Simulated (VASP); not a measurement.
Write the native input for VASP 6.6.1 that does the following.

| Quantity | Value |
| --- | --- |
| Task | single point |
| Functional | PBE |
| Potentials or basis | VASP PAW PBE potentials, release 64 (N, B) |
| Cutoff | 520 eV |
| k mesh | 12 × 12 × 12 |
| Occupations | gaussian, width 0.023 eV |
| Spin | no spin polarisation |
| Further INCAR settings | ALGO = Normal; EDIFF = 1e-06 |

The structure of BN lies in POSCAR:

```
BN
1.0
    1.2511217832      0.7223354983      3.3729344033
   -1.2511217832      0.7223354983      3.3729344033
    0.0000000000     -1.4446709966      3.3729344033
N B
1 1
Direct
    0.6672382000      0.6672382000      0.6672382000
    0.0003288000      0.0003288000      0.0003288000
```

The cell is a database's computed one.

The input as run:

INCAR

```
PREC     = Accurate       # precision mode
ENCUT    = 520            # plane-wave cutoff, eV
EDIFF    = 1E-6           # SCF threshold, eV
ISMEAR   = 0              # smearing method
SIGMA    = 0.023          # smearing width, eV
LREAL    = F              # projectors in reciprocal space
LASPH    = T              # aspherical terms in the spheres
NELM     = 100            # most SCF steps
ALGO     = Normal         # electronic algorithm
ISIF     = 2              # what is computed and relaxed
LWAVE    = F              # write WAVECAR
LCHARG   = F              # write CHGCAR
GGA      = PE             # functional
```

KPOINTS

```
Automatic mesh
0
Gamma
  12 12 12
```

Potentials or basis: VASP PAW PBE potentials, release 64 (N, B).

The run is started by

```sh
$ cat potpaw_PBE.64/N/POTCAR potpaw_PBE.64/B/POTCAR > POTCAR
$ mpirun -np 1 vasp_std > vasp.out
```

It gave:

| Property | Result |
| --- | --- |
| Pressure | 3.6 GPa |
| Band gap on the k mesh | 4.28 eV, indirect (least direct gap 4.70 eV) |

Wall time 17 s on 1 thread of Intel(R) Xeon(R) 6975P-C (Granite Rapids), on a shared host, peak memory 0.16 GiB.
